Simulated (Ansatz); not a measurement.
# Ti (P6_3/mmc) in Ansatz: a series of runs

One crystal, Ti, is run at these levels: PBEsol; tasks: single point.

Program: Ansatz 0.2.0. These are calculated values, not measurements. Logs are shortened: lines on timing, memory, paths and dates and some standing lists are left out, and cuts for length are marked.

## Step 1: Starting point

It takes space group P6_3/mmc (No. 194, hexagonal). Conventional cell: a = 2.950 Å, b = 2.950 Å, c = 4.680 Å, α = 90.00°, β = 90.00°, γ = 120.00°. Ti (site symmetry -6m2) is surrounded by 12 Ti at 2.89 to 2.95 Å.

## Step 2: Single point, PBEsol, 16.58 Å³/atom (volume scaled by 0.94)

Contents of input.yaml:

```yaml
crystal:
  lattice:
    - [2.8897790207, 0.0, 0.0]
    - [-1.4448895104, 2.5026220433, 0.0]
    - [0.0, 0.0, 4.5844629888]
  atoms:
    - { symbol: Ti, position: [0.6666666667, 0.3333333333, 0.75] }
    - { symbol: Ti, position: [0.3333333333, 0.6666666667, 0.25] }
kpoints:
  mp_grid: { grid: [10, 10, 6] }
scf:
  occupations: { method: fermi_dirac, width: 0.05 }
hamiltonian:
  xc: pbesol
  pseudopotentials: { kind: all_electron, lapw: { basis_error: 0.0005 } }
output:
  forces: true
  stress: true
  eigenvalues: true
```

Potentials or basis: all-electron LAPW, scalar-relativistic.

Started as:

```console
$ ansatz run input.yaml --threads 1 --pin off --max-ram 3072MiB --backend cpu --events-out ev --progress --plain --runs-dir out
```

The program printed:

```text
Warning: RAYON_NUM_THREADS=1 ignored (pool sized by the plan → 1); use --threads N
LAPW: plane waves up to 8.056 Å⁻¹, error target 5.0e-4 eV per atom; small_component_spin mean_spin; Ti in spheres of 1.418 Å, 12 of its electrons in bands, Dirac shells [] (how accurate: hamiltonian.pseudopotentials.lapw.basis_error, Limitations)
Engine: ansatz 0.2.0, aarch64-unknown-linux-gnu
Pseudopotentials: kind: all_electron
Pseudopotential: Ti, LAPW, valence charge 12, lapw/all_electron/scalar/gaussian/Ti, Koelling and Harmon's equation, gaussian nucleus
Functional definition: PBEsol
  exchange = pbesol_x
  correlation = pbesol_c
Crystal: 2 atoms, lattice volume = 33.155 Å³
Basis set: ecut = 247.26393328709096 eV, 299 PW (Γ), exchange–correlation at level 2
Bands: 16, of which v1, the nominal top of the filled ones, is band 12 counted from 1 (11 counted from 0)
Symmetry: 24 space group operations
Space group: P63/mmc (ITA 194), of the structure as read, at distance tolerance 3.2e-5 Å
k-points: 56 of 600
Non-local potential: Ti, projectors of the file, none
Initial density: superposition of atomic densities (chi_scale 0.1, normalization cell)
Initial wavefunctions: plane waves of lowest kinetic energy (no species holds an atomic orbital)
Functional: x = pbesol(κ = 0.804, μ = 0.12345679012345678), c = pbesol(β = 0.046)
iter 1 solved again at ethr=7.11e-4 eV; its pass at ethr=1.00e-1 eV (dr2=1.71e-1 eV) is discarded
SCF iter   1: F=—  HF=-46415.546836 eV  |F-HF|=—  |Δ(HF+E_count)|=         —  Δρ=2.70e-2  dr2=1.72e-1  ethr=7.11e-4  ⟨swp⟩=2.7  Hψ=6394  notcnv=0
preconditioner: auto → none  [metal: Δε(μ)=0.034 eV  Ē_g=3.250 eV  σ=0.050 eV  W_gap=0.17  n_scr=8 (ndim 8)  ℏωp=18.2 eV  f_vac=0.000  D(μ)=1.84/eV (n_scr^D=22)  sad-step TF]
SCF iter   2: F=—  HF=-46415.174213 eV  |F-HF|=—  |Δ(HF+E_count)|=   3.73e-1  Δρ=9.60e-3  dr2=3.03e-2  ethr=7.11e-4  ⟨swp⟩=3.0  Hψ=3335  notcnv=0
SCF iter   3: F=—  HF=-46415.152082 eV  |F-HF|=—  |Δ(HF+E_count)|=         —  Δρ=5.92e-3  dr2=9.96e-3  ethr=1.26e-4  ⟨swp⟩=2.1  Hψ=3027  notcnv=0
the basis was enlarged: its passes take 736.5 KiB over the memory plan, 1 of 1 planned eigensolver slots
iter 4 solved again at ethr=5.31e-7 eV; its pass at ethr=4.15e-5 eV (dr2=1.28e-4 eV) is discarded
SCF iter   4: F=—  HF=-46415.150087 eV  |F-HF|=—  |Δ(HF+E_count)|=   2.00e-3  Δρ=6.81e-4  dr2=1.28e-4  ethr=5.31e-7  ⟨swp⟩=2.0  Hψ=4676  notcnv=0
SCF iter   5: F=—  HF=-46415.150073 eV  |F-HF|=—  |Δ(HF+E_count)|=   1.40e-5  Δρ=7.71e-5  dr2=1.61e-6  ethr=5.31e-7  ⟨swp⟩=2.0  Hψ=2841  notcnv=0
SCF iter   6: F=—  HF=-46415.150072 eV  |F-HF|=—  |Δ(HF+E_count)|=   5.12e-7  Δρ=8.84e-6  dr2=1.79e-8  ethr=6.69e-9  ⟨swp⟩=2.1  Hψ=2847  notcnv=0
SCF iter   7: F=-46415.150072 eV  HF=-46415.150072 eV  |F-HF|=3.35e-10  |Δ(HF+E_count)|=   3.88e-8  Δρ=5.93e-7  dr2=9.93e-11  ethr=7.45e-11  ⟨swp⟩=3.0  Hψ=3079  notcnv=0
SCF 1 converged in 7 iterations: F = -46415.150072 eV  dr2 = 9.93e-11
SCF converged after 7 iterations
Free energy (F): -46415.150072 eV
Harris-Foulkes:  -46415.150072 eV  (|F-HF|=3.35e-10)
Internal energy: -46415.130809 eV  (E = F + TS)
E sigma→0 (E₀):  -46415.140441 eV
Entropy (-TS):   -0.019263 eV (-9.632 meV/atom)
Fermi energy:    14.427386 eV
--- Per-component energies (eV) ---
  E_band       = -286.012506
  E_kinetic    = 46857.699055
  E_xc         = -2243.965206
  E_electrostatic = -91028.864658  (all electrons and nuclei)
  E_smearing   = -0.019263  (= −TS)
  E_closure    = 0.000000  (closes the sum)
  E_atoms      = -46400.709995  (free atoms, spherical and without spin; not in F)
  Σ components = -46415.150072   (vs F -46415.150072, Δ=0.00e0)
  Basis errors (estimates in eV, not in F): energy 6.4e-5 per atom: plane waves 4.3e-5 (2.2e-5 summed), levels above the bands 8.9e-17, relativity 3.7e-9, radial functions 2.0e-5, core shells 4.5e-8; eigenvalues (radial functions only) 2.7e-7; not estimated: angular momenta, meshes, grids; target (lapw.basis_error) 5.0e-4; muffin-tin radii Ti 1.418 Å
--- Forces (eV/Å), atoms counted from 1 ---
  atom   1  Ti    -0.00000000    -0.00000000     0.00000000
  atom   2  Ti     0.00000000     0.00000000     0.00000000
  max |Σ_I F_I| component: 7.40e-17 eV/Å
--- Stress (GPa, compression-positive) ---
        1.276786      -0.000000       0.000000
       -0.000000       1.276786       0.000000
        0.000000       0.000000       0.668854
  P = ⅓ Tr σ = 1.0741 GPa (10.741 kbar)
--- Band table (eV; the first three rows and the last of 56) ---
  k-point 0: bands = ["-42.0660", "-41.8966", "-18.8365", "-18.0825", "-18.0825", "-17.9994", "-17.9653", "-17.9653", "8.1449", "11.6290", "15.2411", "15.2411", "15.3240", "15.3594", "15.7766", "15.7766"]
  k-point 1: bands = ["-42.0548", "-41.9082", "-18.7827", "-18.0747", "-18.0747", "-18.0580", "-17.9732", "-17.9732", "8.3881", "11.5200", "14.9397", "15.1407", "15.1407", "15.2234", "15.6459", "15.6459"]
  k-point 2: bands = ["-42.0241", "-41.9395", "-18.6342", "-18.2161", "-18.0533", "-18.0533", "-17.9947", "-17.9947", "9.0746", "11.0110", "14.4642", "14.8792", "15.0597", "15.0597", "15.3729", "15.3729"]
  k-point 55: bands = ["-41.8819", "-41.8819", "-18.6286", "-18.6286", "-18.3861", "-18.3861", "-18.1148", "-18.1148", "12.8246", "12.8246", "13.5809", "13.5809", "14.2342", "14.2342", "16.1774", "16.1774"]
```

Run time: 8.4 s. Hardware: 1 thread of Arm Neoverse V2, shared host; peak memory 0.29 GiB.

What came out:

| Item | Value |
| --- | --- |
| Free energy | -46415.1501 eV |
| Pressure | 1.1 GPa |
| Band gap on the k mesh | none (metal or under the smearing width) |

## Step 3: Single point, PBEsol, 16.93 Å³/atom (volume scaled by 0.96)

input.yaml: that of step 2 with these lines changed.

```diff
@@ -2,5 +2,5 @@
   lattice:
-    - [2.8897790207, 0.0, 0.0]
-    - [-1.4448895104, 2.5026220433, 0.0]
-    - [0.0, 0.0, 4.5844629888]
+    - [2.9101302477, 0.0, 0.0]
+    - [-1.4550651239, 2.5202467229, 0.0]
+    - [0.0, 0.0, 4.6167490031]
   atoms:
```

Potentials or basis: all-electron LAPW, scalar-relativistic.

Started as:

```console
$ ansatz run input.yaml --threads 1 --pin off --max-ram 3072MiB --backend cpu --events-out ev --progress --plain --runs-dir out
```

Wall time 8.6 s (1 thread of Arm Neoverse V2, shared host); peak memory 0.29 GiB.

The run converged. Its results:

```yaml
Free_energy: -46415.1493 eV
Pressure: -1.4 GPa
Band_gap_on_the_k_mesh: none (metal or under the smearing width)
```

## Step 4: Single point, PBEsol, 17.28 Å³/atom (volume scaled by 0.98)

input.yaml: that of step 3 with these lines changed.

```diff
@@ -2,5 +2,5 @@
   lattice:
-    - [2.9101302477, 0.0, 0.0]
-    - [-1.4550651239, 2.5202467229, 0.0]
-    - [0.0, 0.0, 4.6167490031]
+    - [2.9302007457, 0.0, 0.0]
+    - [-1.4651003729, 2.537628284, 0.0]
+    - [0.0, 0.0, 4.6485896576]
   atoms:
```

Started as:

```console
$ ansatz run input.yaml --threads 1 --pin off --max-ram 3072MiB --backend cpu --events-out ev --progress --plain --runs-dir out
```

Run time: 8.4 s. Hardware: 1 thread of Arm Neoverse V2, shared host; peak memory 0.29 GiB.

Results (log left out):

```yaml
Free_energy: -46415.1380 eV
Pressure: -3.7 GPa
Band_gap_on_the_k_mesh: none (metal or under the smearing width)
```

## Step 5: Single point, PBEsol, 17.64 Å³/atom

input.yaml: that of step 4 with these lines changed.

```diff
@@ -2,5 +2,5 @@
   lattice:
-    - [2.9302007457, 0.0, 0.0]
-    - [-1.4651003729, 2.537628284, 0.0]
-    - [0.0, 0.0, 4.6485896576]
+    - [2.95, 0.0, 0.0]
+    - [-1.475, 2.5547749412, 0.0]
+    - [0.0, 0.0, 4.68]
   atoms:
```

Started as:

```console
$ ansatz run input.yaml --threads 1 --pin off --max-ram 3072MiB --backend cpu --events-out ev --progress --plain --runs-dir out
```

Run time: 8.6 s. Hardware: 1 thread of Arm Neoverse V2, shared host; peak memory 0.3 GiB.

The run converged. Its results:

- Free energy: -46415.1173 eV
- Pressure: -5.7 GPa
- Band gap on the k mesh: none (metal or under the smearing width)

## Step 6: Single point, PBEsol, 17.99 Å³/atom (volume scaled by 1.02)

input.yaml: that of step 5 with these lines changed.

```diff
@@ -2,5 +2,5 @@
   lattice:
-    - [2.95, 0.0, 0.0]
-    - [-1.475, 2.5547749412, 0.0]
-    - [0.0, 0.0, 4.68]
+    - [2.9695369932, 0.0, 0.0]
+    - [-1.4847684966, 2.5716944736, 0.0]
+    - [0.0, 0.0, 4.7109942807]
   atoms:
```

Potentials or basis: all-electron LAPW, scalar-relativistic.

Started as:

```console
$ ansatz run input.yaml --threads 1 --pin off --max-ram 3072MiB --backend cpu --events-out ev --progress --plain --runs-dir out
```

Run time: 8.5 s. Hardware: 1 thread of Arm Neoverse V2, shared host; peak memory 0.29 GiB.

It converged, with:

* Free energy: -46415.0880 eV
* Pressure: -7.6 GPa
* Band gap on the k mesh: none (metal or under the smearing width)

## Step 7: Single point, PBEsol, 18.34 Å³/atom (volume scaled by 1.04)

input.yaml: that of step 6 with these lines changed.

```diff
@@ -2,5 +2,5 @@
   lattice:
-    - [2.9695369932, 0.0, 0.0]
-    - [-1.4847684966, 2.5716944736, 0.0]
-    - [0.0, 0.0, 4.7109942807]
+    - [2.9888202413, 0.0, 0.0]
+    - [-1.4944101206, 2.5883942563, 0.0]
+    - [0.0, 0.0, 4.7415860099]
   atoms:
```

Started as:

```console
$ ansatz run input.yaml --threads 1 --pin off --max-ram 3072MiB --backend cpu --events-out ev --progress --plain --runs-dir out
```

Run time: 8.3 s. Hardware: 1 thread of Arm Neoverse V2, shared host; peak memory 0.29 GiB.

It converged, with:

```yaml
Free_energy: -46415.0508 eV
Pressure: -9.3 GPa
Band_gap_on_the_k_mesh: none (metal or under the smearing width)
```

## Step 8: Single point, PBEsol, 18.69 Å³/atom (volume scaled by 1.06)

input.yaml: that of step 7 with these lines changed.

```diff
@@ -2,5 +2,5 @@
   lattice:
-    - [2.9888202413, 0.0, 0.0]
-    - [-1.4944101206, 2.5883942563, 0.0]
-    - [0.0, 0.0, 4.7415860099]
+    - [3.0078578261, 0.0, 0.0]
+    - [-1.5039289131, 2.6048812885, 0.0]
+    - [0.0, 0.0, 4.7717880089]
   atoms:
```

Started as:

```console
$ ansatz run input.yaml --threads 1 --pin off --max-ram 3072MiB --backend cpu --events-out ev --progress --plain --runs-dir out
```

Wall time 8.2 s (1 thread of Arm Neoverse V2, shared host); peak memory 0.29 GiB.

The run converged. Its results:

* Free energy: -46415.0064 eV
* Pressure: -10.8 GPa
* Band gap on the k mesh: none (metal or under the smearing width)

## Step 9: For comparison

An earlier run on the cell as given: functional PBEsol; potentials or basis all-electron LAPW, scalar-relativistic; cutoff 220 eV (chosen from the basis error); basis error allowed 0.001 eV/atom; k mesh 10 × 10 × 6; occupations fermi-dirac, width 0.05 eV; no spin polarisation.

* Pressure: -5.7 GPa
* Band gap on the k mesh: none (metal or under the smearing width)
